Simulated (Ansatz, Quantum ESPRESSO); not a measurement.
# BaO (Fm-3m): Raman and infrared activity, part 3 of 3

Wanted: vibrational spectra of BaO (Fm-3m) from linear and non-linear response.

Quantum ESPRESSO 8.0 development, patched; DFT LDA, scalar-relativistic, plane waves, PseudoDojo norm-conserving pseudopotentials.

So far, mean static dielectric tensor (ions relaxed, fixed cell): step 6 (modes with the sum rule) 73.7. The relaxed cell has a = 5.452 Å (conventional setting).

The database entry behind the starting cell differs from later determinations by our own check (about 0.7 % short), so it need not match the best structure at ambient conditions.

## Step 8: Sum rules set otherwise (asr no)

Without the rule the raw error of the acoustic modes shows.

dynmat.in

```
 &input
    fildyn='g.dyn',
    asr='no',
    fileig='dynmat.eig',
    lperm=.true.,
 /
```

Run with:

```bash
> dynmat.x -in dynmat.in > dynmat.out
```

Log:

```text
[banner, memory and clock lines left out]
Program DYNMAT v.8.0dev

     Reading Dynamical Matrix from file g.dyn
     ...Force constants read
     ...epsilon and Z* read
     ...Raman cross sections read
     A direction for q was not specified:TO-LO splitting will be absent

     Polarizability (A^3 units)
     multiply by 0.473752 for Clausius-Mossotti correction (not under assume_isolated = 'mt')
        10.744427   -0.000000    0.000000
         0.000000   10.744427   -0.000000
         0.000000   -0.000000   10.744427

     IR activities are in (D/A)^2/amu units

# mode   [cm-1]    [THz]      IR
    1     -1.08   -0.0323    0.0000
    2     -1.08   -0.0323    0.0000
    3     -1.08   -0.0323    0.0000
    4     97.70    2.9289   12.6005
    5     97.70    2.9289   12.6005
    6     97.70    2.9289   12.6005

Electronic dielectric permittivity tensor (relative, adimensional)
         4.332431   -0.000000    0.000000
         0.000000    4.332431   -0.000000
         0.000000   -0.000000    4.332431

 ... with zone-center polar mode contributions
        73.825827    0.000000    0.000000
         0.000000   73.825827    0.000000
         0.000000    0.000000   73.825827
```

It took 0.61 s on 1 thread of Intel Xeon Platinum 8375C at 2.90GHz (Ice Lake), shared host.

This step gave:

```
highest optical zone-centre mode (no LO-TO term) : 97.7 cm⁻¹
lowest optical zone-centre mode                  : 97.7 cm⁻¹
mean static dielectric constant                  : 73.83
```

Zone-centre frequencies as printed; negative means imaginary. Modes:

| mode | frequency (cm⁻¹) |
| --- | --- |
| 1 | -1.08 |
| 2 | -1.08 |
| 3 | -1.08 |
| 4 | 97.7 |
| 5 | 97.7 |
| 6 | 97.7 |

Against the first rule no mode moves by more than 1.1 cm⁻¹.

## Step 9: Modes along a direction of q (1 0 0)

A longitudinal polar mode sets up a macroscopic field that stiffens it; the term hangs on the direction from which q goes to zero.

dynmat.in

```
 &input
    fildyn='g.dyn',
    asr='simple',
    fileig='dynmat.eig',
    q(1)=1.0,
    q(2)=0.0,
    q(3)=0.0,
 /
```

Run with:

```bash
> dynmat.x -in dynmat.in > dynmat.out
```

Log:

```text
[banner, memory and clock lines left out]
Program DYNMAT v.8.0dev

     Reading Dynamical Matrix from file g.dyn
     ...Force constants read
     ...epsilon and Z* read
     ...Raman cross sections read

     Polarizability (A^3 units)
     multiply by 0.473752 for Clausius-Mossotti correction (not under assume_isolated = 'mt')
        10.744427   -0.000000    0.000000
         0.000000   10.744427   -0.000000
         0.000000   -0.000000   10.744427

     IR activities are in (D/A)^2/amu units

# mode   [cm-1]    [THz]      IR
    1     -0.00   -0.0000    0.0000
    2     -0.00   -0.0000    0.0000
    3      0.00    0.0000    0.0000
    4     97.76    2.9307   12.5991
    5     97.76    2.9307   12.5991
    6    403.29   12.0902   12.5991
```

Elapsed: 0.6 s, on 1 thread.

Numbers from this step:

```
highest mode moved by the LO-TO term : 403.3 cm⁻¹
```

Zone-centre frequencies as printed; negative means imaginary. Modes:

| mode | frequency (cm⁻¹) |
| --- | --- |
| 1 | 0 |
| 2 | 0 |
| 3 | 0 |
| 4 | 97.76 |
| 5 | 97.76 |
| 6 | 403.3 |

The field moves one mode, from 98 to 403 cm⁻¹; the others stay.

## Step 10: The same in Ansatz

The same cell goes through another code at the same cutoff. The files are of one family, but Ansatz's library holds files of its own making for some heavy elements, so those for Ba may differ. Its k mesh is centred on Γ.

This step: DFT LDA, scalar-relativistic, plane waves, norm-conserving pseudopotentials of its library (PseudoDojo's, some remade) (Ansatz 0.2.0).

input.yaml

```yaml
crystal:
  lattice:
    - [-2.7260511697, 0.0, 2.7260511697]
    - [0.0, 2.7260511697, 2.7260511697]
    - [-2.7260511697, 2.7260511697, 0.0]
  atoms:
    - { symbol: Ba, position: [0.0, 0.0, 0.0] }
    - { symbol: O, position: [0.5, 0.5, 0.5] }
kpoints:
  mp_grid: { grid: [8, 8, 8] }
hamiltonian:
  xc: lda
  pseudopotentials: { kind: nc, accuracy: standard }
scf:
  occupations: { method: fixed }
output:
  eigenvalues: true
basis:
  ecutwfc: 1142.878
phonons:
  method: dfpt
  dielectric: true
  rigid_motions: translations
  raman: true
```

Run with:

```bash
> ansatz run input.yaml --threads 2 --pin off --max-ram 4096MiB --backend cpu --events-out ev --progress --plain --runs-dir out
```

Log:

```text
Warning: basis.ecutwfc = 1142.878 eV is below the records' recommended 1142.878222 eV, and the density's cutoff is lower with it unless basis.ecutrho_ratio is high enough to keep the records' density cutoff: compare with a run at a higher cutoff
Engine: ansatz 0.2.0, x86_64-unknown-linux-gnu
Pseudopotentials: kind: nc
Pseudopotential: Ba, nc, valence charge 10, recommended cutoff 770 eV (normal), Ba.nc.azcp (PseudoDojo's, or run here from an input of PseudoDojo's; its table is named by hamiltonian.pseudopotentials.accuracy)
Pseudopotential: O, nc, valence charge 6, recommended cutoff 1142.878222 eV (normal), O.nc.azcp (PseudoDojo's, or run here from an input of PseudoDojo's; its table is named by hamiltonian.pseudopotentials.accuracy)
Functional definition: SPW92
  exchange = slater_x
  correlation = pw_c
Crystal: 2 atoms, lattice volume = 40.517 Å³
Basis set: ecut = 1142.878 eV, 3527 PW (Γ), exchange–correlation on 90×90×90 points (8 copies of the dense FFT grid, shifted against one another)
Bands: 12, of which v1, the nominal top of the filled ones, is band 8 counted from 1 (7 counted from 0)
Symmetry: 48 space group operations
k-points: 59 of 512 (irreducible under 8 space group operations, time reversal used)
Non-local potential: Ba, projectors of the file, l = 0: 2, l = 1: 2, l = 2: 2, l = 3: 2
Non-local potential: O, projectors of the file, l = 0: 2, l = 1: 2, l = 2: 1
Initial density: superposition of atomic densities (chi_scale 0.1, normalization cell, long waves kept (reshape's long-wave potential 0.00 eV rms))
Initial wavefunctions: pseudopotential atomic-orbital guess
Functional: x = slater, c = lda
SCF iter   1: F=—  HF=-1216.983544 eV  |F-HF|=—  |Δ(HF+E_count)|=         —  Δρ=9.32e-2  dr2=3.01e0  ethr=3.10e-3  ⟨swp⟩=7.7  Hψ=5141  notcnv=0  defer=101
preconditioner: auto → none  [insulator: Δε(μ)=0.723 eV  Ē_g=12.946 eV  n_scr=14 (ndim 8)  ℏωp=21.8 eV  f_vac=0.000  ε∞_Penn≈3.8]
SCF iter   2: F=—  HF=-1217.127497 eV  |F-HF|=—  |Δ(HF+E_count)|=   1.44e-1  Δρ=8.98e-2  dr2=3.36e0  ethr=3.10e-3  ⟨swp⟩=5.0  Hψ=2364  notcnv=0  defer=113
SCF iter   3: F=—  HF=-1216.357089 eV  |F-HF|=—  |Δ(HF+E_count)|=   7.70e-1  Δρ=1.26e-2  dr2=7.64e-2  ethr=3.10e-3  ⟨swp⟩=3.4  Hψ=1458  notcnv=0  defer=109
SCF iter   4: F=—  HF=-1216.357982 eV  |F-HF|=—  |Δ(HF+E_count)|=   8.93e-4  Δρ=8.08e-3  dr2=3.68e-2  ethr=4.78e-4  ⟨swp⟩=2.8  Hψ=1340  notcnv=0  defer=112
SCF iter   5: F=—  HF=-1216.350200 eV  |F-HF|=—  |Δ(HF+E_count)|=   7.78e-3  Δρ=1.77e-3  dr2=1.89e-3  ethr=2.30e-4  ⟨swp⟩=2.5  Hψ=960  notcnv=0  defer=109
SCF iter   6: F=—  HF=-1216.349761 eV  |F-HF|=—  |Δ(HF+E_count)|=   4.40e-4  Δρ=3.04e-4  dr2=4.31e-5  ethr=1.18e-5  ⟨swp⟩=3.6  Hψ=1340  notcnv=0  defer=114
SCF iter   7: F=—  HF=-1216.349751 eV  |F-HF|=—  |Δ(HF+E_count)|=   9.17e-6  Δρ=1.75e-4  dr2=2.14e-5  ethr=2.69e-7  ⟨swp⟩=3.0  Hψ=1291  notcnv=0  defer=113
SCF iter   8: F=—  HF=-1216.349747 eV  |F-HF|=—  |Δ(HF+E_count)|=   4.22e-6  Δρ=1.78e-5  dr2=2.22e-7  ethr=1.34e-7  ⟨swp⟩=2.1  Hψ=829  notcnv=0  defer=103
SCF iter   9: F=—  HF=-1216.349779 eV  |F-HF|=—  |Δ(HF+E_count)|=   3.21e-5  Δρ=5.03e-6  dr2=9.00e-9  ethr=1.39e-9  ⟨swp⟩=3.1  Hψ=1268  notcnv=0  defer=94
SCF iter  10: F=—  HF=-1216.349779 eV  |F-HF|=—  |Δ(HF+E_count)|=  9.35e-10  Δρ=2.02e-6  dr2=1.92e-9  ethr=5.62e-11  ⟨swp⟩=2.3  Hψ=1148  notcnv=0  defer=94
SCF iter  11: F=—  HF=-1216.349779 eV  |F-HF|=—  |Δ(HF+E_count)|=  3.13e-10  Δρ=8.13e-7  dr2=3.13e-10  ethr=1.20e-11  ⟨swp⟩=1.6  Hψ=821  notcnv=0  defer=94
SCF iter  12: F=-1216.349779 eV  HF=-1216.349779 eV  |F-HF|=9.09e-12  |Δ(HF+E_count)|=  4.82e-11  Δρ=1.53e-7  dr2=9.89e-12  ethr=1.00e-12  ⟨swp⟩=19.5  Hψ=9452  notcnv=0
SCF 1 converged in 12 iterations: F = -1216.349779 eV  dr2 = 9.89e-12
DFPT response loops at Γ: preconditioner auto → none (the input reference at scf.mixing.eps_inf says where Resta's filter doesn't serve); β = 0.50; Broyden in place of MSR1
── the response to a field inside a basis, on 8×8×8 k-points: an SCF that follows is theirs, and a resumed run solves both again ──
Bands: 9, of which v1, the nominal top of the filled ones, is band 8 counted from 1 (7 counted from 0)
k-points: 60 of 512 (irreducible under 12 space group operations)
Initial density: handed on by an earlier stage of this run
Initial wavefunctions: pseudopotential atomic-orbital guess (no wavefunctions were taken with the density)
Eigensolver: Dense (60 Hₖ)
SCF iter   1: F=—  HF=-1216.347759 eV  |F-HF|=—  |Δ(HF+E_count)|=         —  Δρ=1.05e-4  dr2=4.72e-7  ethr=1.00e-1
preconditioner: auto → none  [insulator: Δε(μ)=1.921 eV  Ē_g=10.965 eV  n_scr=14 (ndim 8)  ℏωp=21.8 eV  f_vac=0.000  ε∞_Penn≈5.0]
SCF iter   2: F=—  HF=-1216.347760 eV  |F-HF|=—  |Δ(HF+E_count)|=   7.69e-7  Δρ=5.25e-5  dr2=1.28e-7  ethr=2.95e-9
SCF iter   3: F=—  HF=-1216.347761 eV  |F-HF|=—  |Δ(HF+E_count)|=   3.23e-7  Δρ=2.92e-5  dr2=3.21e-7  ethr=7.99e-10  recentre
SCF iter   4: F=—  HF=-1216.347761 eV  |F-HF|=—  |Δ(HF+E_count)|=   6.29e-8  Δρ=8.28e-7  dr2=1.45e-10  ethr=7.99e-10
SCF iter   5: F=-1216.347761 eV  HF=-1216.347761 eV  |F-HF|=1.82e-12  |Δ(HF+E_count)|=  4.09e-12  Δρ=1.27e-7  dr2=3.71e-12  ethr=1.00e-12
SCF 1 converged in 5 iterations: F = -1216.347761 eV  dr2 = 3.71e-12
DFPT response loops at Γ: mixed as the last ones told, above
DFPT response loops at Γ: mixed as the last ones told, above
DFPT response loops at Γ: mixed as the last ones told, above
SCF converged after 12 iterations
Free energy (F): -1216.349779 eV
Harris-Foulkes:  -1216.349779 eV  (|F-HF|=9.09e-12)
Internal energy: -1216.349779 eV  (E = F + TS)
E sigma→0 (E₀):  -1216.349779 eV
Fermi energy:    8.921763 eV
--- Per-component energies (eV) ---
  E_band       = -9.120991
  E_kinetic    = 479.903453
  E_local      = -634.019849  (includes V_loc(G=0)·N_el)
  E_nonlocal   = 37.239551
  E_hartree    = 189.388361
  E_xc         = -292.751517
  E_vxc        = -271.020807  (∫ρ·V_xc dr)
  E_ewald      = -996.109777
  E_smearing   = -0.000000  (= −TS)
  E_closure    = -0.000000  (closes the sum)
  Σ components = -1216.349779   (vs F -1216.349779, Δ=0.00e0)
--- Band table (eV; the first three rows and the last of 59) ---
  k-point 0: bands = [... 4 lower, -1.1959, 8.3170, 8.3170, 8.3170, 12.4906, 13.5788, 13.5788, 13.5788]
  k-point 1: bands = [... 4 lower, -1.2162, 7.9834, 8.1212, 8.1212, 13.1204, 13.3621, 13.8575, 13.8575]
  k-point 2: bands = [... 4 lower, -1.2641, 7.3596, 7.7012, 7.7012, 13.1705, 14.6258, 14.6258, 14.7529]
  k-point 58: bands = [... 4 lower, -1.8920, 8.6152, 8.6152, 8.9218, 10.6607, 15.1257, 17.3275, 18.1490]
--- Phonons (Γ-DFPT): 2 representative perturbations + reference, on 59 of 512 k-points (Σ response iterations 6) ---
  k mesh reduced under 8 symmetry operations, with k and −k counted as one. Each operation leaves every solved perturbation unchanged. A smaller set is not considered because the run solves the response to a homogeneous field
  ASR residual: 2.592e-4 → 0.000e0 eV/Å²; symmetrization residual: 2.712e-7 eV/Å²
  ASR residual per site (eV/Å²): 1.27e-5 2.59e-4
  Γ frequencies (cm⁻¹): 0.00 0.00 0.00 77.70 77.70 77.70
  ε∞ (high-frequency dielectric tensor):
        4.259560    -0.000000    -0.000000
        0.000000     4.259560    -0.000000
        0.000000     0.000000     4.259560
  ε⁰ (static dielectric tensor: ions relaxed, cell fixed):
      113.178337    -0.000000    -0.000000
       -0.000000   113.178337     0.000000
       -0.000000     0.000000   113.178337
  ε⁰ − ε∞ (ionic part):
      108.918778    -0.000000    -0.000000
       -0.000000   108.918778     0.000000
       -0.000000     0.000000   108.918778
  softest optical mode at Γ: 77.70 cm⁻¹; the repairs (sum rule, projections) moved no ω² at Γ by more than (2.11 cm⁻¹)²
  Born effective charges Z* (e; rows j = field, columns β = displacement):
    site 0:
         2.78556   -0.00000   -0.00000
        -0.00000    2.78556    0.00000
         0.00000   -0.00000    2.78556
    site 1:
        -2.78556    0.00000    0.00000
         0.00000   -2.78556    0.00000
        -0.00000    0.00000   -2.78556
  Z* charge neutrality: 9.131e-6 e pre-enforcement
  k-mesh period / interband length: 30.8 Å / 1.47 Å = 20.94 at k = (0.0000, 0.0000, 0.0000), direct gap 4.174 eV — 14 or more, which is no proof of convergence
  Raman tensors (in the event stream and the table raman_tensors.tsv): an entry may err by 6.1e-4 Å², one of the second-order susceptibility by 1.8e-19 pm/V (basis, points and sum rule); their sum over the sites missed zero by 1.055e-20 Å² ahead of its enforcement
  optical modes at Γ without the LO–TO term, one row a degenerate level:
      ω (cm⁻¹)  modes    IR ((D/Å)²/amu)  static Raman (Å⁴/amu)  depolarisation
         77.70      3            37.4779                 0.0000               —
  optical modes at Γ + LO–TO along q̂ = [1.0000, 0.0000, 0.0000]:
      ω (cm⁻¹)  modes    IR ((D/Å)²/amu)  static Raman (Å⁴/amu)  depolarisation
         77.70      2            24.9852                 0.0000               —
        400.53      1            12.4926                 0.0000               —
  optical modes at Γ + LO–TO along q̂ = [0.0000, 1.0000, 0.0000]:
      ω (cm⁻¹)  modes    IR ((D/Å)²/amu)  static Raman (Å⁴/amu)  depolarisation
         77.70      2            24.9852                 0.0000               —
        400.53      1            12.4926                 0.0000               —
  optical modes at Γ + LO–TO along q̂ = [0.0000, 0.0000, 1.0000]:
      ω (cm⁻¹)  modes    IR ((D/Å)²/amu)  static Raman (Å⁴/amu)  depolarisation
         77.70      2            24.9852                 0.0000               —
        400.53      1            12.4926                 0.0000               —
```

Elapsed: 2.4 min, on 2 threads; peak memory 0.96 GiB; 4.7 min of CPU time.

Numbers from this step:

- gap on the k-mesh: 1.739 eV
- sum-rule residual before enforcement: 2.59e-4 eV/Å²
- miss of the charge sum rule: 9.13e-6 e
- highest optical zone-centre mode (no LO-TO term): 77.7 cm⁻¹
- lowest optical zone-centre mode: 77.7 cm⁻¹
- mean high-frequency dielectric constant: 4.260
- largest Born charge in size (third of the trace): 2.786 e
- mean static dielectric constant: 113.2
- highest mode moved by the LO-TO term: 400.5 cm⁻¹

Transverse modes. Infrared lines, with heights relative to the strongest:

| position (cm⁻¹) | label | IR intensity ((D/Å)²/amu), degenerate modes summed, relative |
| --- | --- | --- |
| 78 | T1u | 100 |

## Step 11: Side by side: QE PseudoDojo and Ansatz, library NC

Worked out from the results:

* root-mean-square difference: 20.1 cm⁻¹
* largest difference: 20.1 cm⁻¹

Optical modes, paired by symmetry label. Frequencies side by side, by row:

| q (reciprocal lattice) | mode | QE PseudoDojo (cm⁻¹) | Ansatz, library NC (cm⁻¹) |
| --- | --- | --- | --- |
| 0 0 0 | 4 | 97.8 | 77.7 |
| 0 0 0 | 5 | 97.8 | 77.7 |
| 0 0 0 | 6 | 97.8 | 77.7 |

The two runs side by side. Further quantities:

| quantity | QE PseudoDojo | Ansatz, library NC |
| --- | --- | --- |
| mean ε∞ | 4.332 | 4.26 |
| largest Born charge in size (e; the first before, the second after the charge sum rule) | 2.798 | 2.786 |
| summed IR intensity ((D/Å)²/amu) | 37.8 | 37.48 |

At the zone centre the largest difference (acoustic modes at Γ apart) is 21 % of the highest mode.

## Step 12: Results

```
space group after relaxation                                           : Fm-3m
volume per atom                                                        : 20.3 Å³
gap on the k-mesh                                                      : 1.70 eV
highest optical zone-centre mode (no LO-TO term)                       : 97.8 cm⁻¹
highest mode moved by the LO-TO term                                   : 403.3 cm⁻¹
mean high-frequency dielectric constant                                : 4.33
largest Born charge in size (third of the trace)                       : 2.80 e
mean static dielectric constant                                        : 73.7
imaginary optical modes at the zone centre (no q mesh in this session) : none
largest difference from Ansatz, library NC                             : 20.1 cm⁻¹
```

**Reading.** No mode is Raman active in this structure; the strongest infrared line lies at 98 cm⁻¹. At the LDA level the optical modes of BaO (Fm-3m) at the zone centre (no LO-TO term) lie at 98 cm⁻¹. On other potentials, and in a cell that was not relaxed for them, the second run differs strongly on some modes. Along the directions run, the highest mode that the macroscopic field moves lies at 403 cm⁻¹. Lattice motion raises the mean dielectric constant from 4.332 to 73.73. The Born charge of O is -2.798 e against a formal charge of -2: displacements drive charge along the bonds, a mark of mixed ionic and covalent bonding and of large LO-TO splittings. The Lyddane-Sachs-Teller relation holds: (ωLO/ωTO)² is 17.02 and ε₀/ε∞ is 17.02. QE PseudoDojo and Ansatz, library NC differ by 20.1 cm⁻¹ in the root mean square and by 20.1 cm⁻¹ at most, 20.6 % of the highest mode compared (acoustic modes at Γ left out); the two use different potentials, and the cell was not relaxed for the second set. These are harmonic frequencies at zero temperature: anharmonic shifts and linewidths and thermal expansion are left out. Spin-orbit coupling is left out, which can matter for the heavy elements here. The published file for Ba has no f projectors, which tends to make oxide cells too large. The total energies of the two programs lie far apart, so at least one potential file in Ansatz's library differs from the published one read by the first program. The build is a development version in which the Raman tensors of release 7.5 are mended; dynmat.x leaves out the electro-optic term of LO lines.

[Host names and launcher messages were left out of these logs when they were recorded.]

[Logs are printed without paths, hosts, clocks, repeated set-up lines and the standing remarks that a program may print on its own settings, such as how far it seeks lower states.]

[Hosts, paths, dates, database ids (printed as entryN), source tags and the programs' standing remarks are cut or masked in the printed files.]
